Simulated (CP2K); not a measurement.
The system is GaN.

```
CELL_PARAMETERS angstrom
3.01968 0.00000 0.00000
1.50984 2.61512 0.00000
1.50984 0.87171 2.46556
ATOMIC_POSITIONS crystal
Ga 0.00000 0.00000 0.00000
N 0.50000 0.50000 0.50000
```

Measurements of this composition are mostly on another form, of space group No. 186.

Program: CP2K 2026.2. Alike in all runs: task single point; no spin polarisation; cell as given; k mesh 11 × 11 × 11.

Question: Order these runs on this cell by their pressure, lowest first.
A. level PBE; potentials or basis POTENTIAL_UZH Ga GTH-PBE-q13, N GTH-PBE-q5; TZVP-MOLOPT-PBE-GTH basis; smearing gaussian 0.05 eV
B. level PBEsol; potentials or basis POTENTIAL_UZH Ga GTH-PBE-q13, N GTH-PBE-q5; TZVP-MOLOPT-PBE-GTH basis; smearing gaussian 0.1 eV
C. level LDA; potentials or basis GTH_POTENTIALS Ga GTH-PADE-q13, N GTH-PADE-q5; TZVP-MOLOPT-PBE-GTH basis; smearing gaussian 0.1 eV

Answer: C (-10.5 GPa), B (-4.0 GPa), A (2.3 GPa).

Caveats: the basis of atomic orbitals isn't converged, which shifts pressures, moduli and gaps; the real-space grid breaks the cell's symmetry a little (some runs); the potentials were made for another functional, which shifts forces and pressure (some runs).
